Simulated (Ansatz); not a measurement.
A run of Ansatz 0.2.0 is set up as follows.

Contents of input.yaml:

```yaml
crystal:
  lattice:
    - [1.6170930752, 0.9336291223, 4.800592584]
    - [-1.6170930752, 0.9336291223, 4.800592584]
    - [0.0, -1.8672582446, 4.800592584]
  atoms:
    - { symbol: Sn, position: [0.5, 0.5, 0.5] }
    - { symbol: O, position: [0.76283, 0.76283, 0.76283] }
    - { symbol: O, position: [0.23717, 0.23717, 0.23717] }
hamiltonian:
  xc: pbe0
  pseudopotentials: { kind: paw }
kpoints:
  mp_grid: { grid: [6, 6, 6] }
scf:
  occupations: { method: fermi_dirac, width: 0.05 }
output:
  forces: true
  stress: true
  eigenvalues: true
relax:
  f_tol: 0.01
  max_steps: 40
  cell: { stress_tol: 0.05 }
```

Potentials or basis: Ansatz PAW.

Run with:

```bash
$ ansatz run input.yaml --threads 2 --pin off --max-ram 5632MiB --backend cpu --events-out ev --progress --plain --runs-dir out
```

Problem. Estimate the band gap on the k mesh.

Solution. 4.61 eV, indirect (least direct gap 4.80 eV).

Problem. What does it give for the relaxed cell?

Solution. a = 5.072 Å, b = 5.072 Å, c = 5.072 Å, α = 36.67°, β = 36.67°, γ = 36.67°.

Problem. Predict the relaxed volume.

Solution. 13.89 Å³/atom.

Problem. Estimate the space group after relaxing (to 0.05 Å).

Solution. R-3m (No. 166).

Final structure:
```yaml
crystal:
  lattice:
    - [1.59529, 0.92104, 4.72559]
    - [-1.59529, 0.92104, 4.72559]
    - [0.00000, -1.84208, 4.72559]
  atoms:
    - { symbol: Sn, position: [0.50000, 0.50000, 0.50000] }
    - { symbol: O, position: [0.76457, 0.76457, 0.76457] }
    - { symbol: O, position: [0.23543, 0.23543, 0.23543] }
```

Caveat: the plane-wave basis is chosen anew once the cell has moved, so the energies of steps on either side of that aren't comparable; the pressure holds a Pulay correction of +0.6 GPa for the finite cutoff; spin-orbit coupling is left out, which moves the levels of the heavy elements; the PAW data sets come from PBE, with cores solved anew for the run's functional, which leaves a small shift of forces and pressure. A k mesh can miss the band edges.
